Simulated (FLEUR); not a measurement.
C:

```
CELL_PARAMETERS angstrom
2.52210 0.00000 0.00000
-1.26105 2.18420 0.00000
0.00000 0.00000 12.35570
ATOMIC_POSITIONS crystal
C 0.66667 0.33333 0.35417
C 0.33333 0.66667 0.85417
C 0.66667 0.33333 0.14583
C 0.33333 0.66667 0.64583
C 0.66667 0.33333 0.47917
C 0.33333 0.66667 0.97917
C 0.66667 0.33333 0.02083
C 0.33333 0.66667 0.52083
C 0.00000 0.00000 0.81250
C 0.00000 0.00000 0.31250
C 0.00000 0.00000 0.68750
C 0.00000 0.00000 0.18750
```

This is a hexagonal form of diamond, not graphite.

Base run:

```yaml
Program: FLEUR MaX-R8.1 (later development tree)
Functional: LDA (Perdew-Zunger)
Potentials_or_basis: all-electron
Basis: FLAPW
Kmax: 5.33 1/bohr
k_mesh: 12 × 12 × 3
Occupations: fermi-dirac, width 0.05 eV
Spin: no spin polarisation
```

Its results: band gap on the k mesh 4.35 eV, indirect (least direct gap 5.25 eV).

The run is repeated on the same cell with these changes: functional from LDA (Perdew-Zunger) to LDA exchange alone (X-alpha). What comes out?

Band gap on the k mesh 4.25 eV, indirect (least direct gap 5.21 eV).
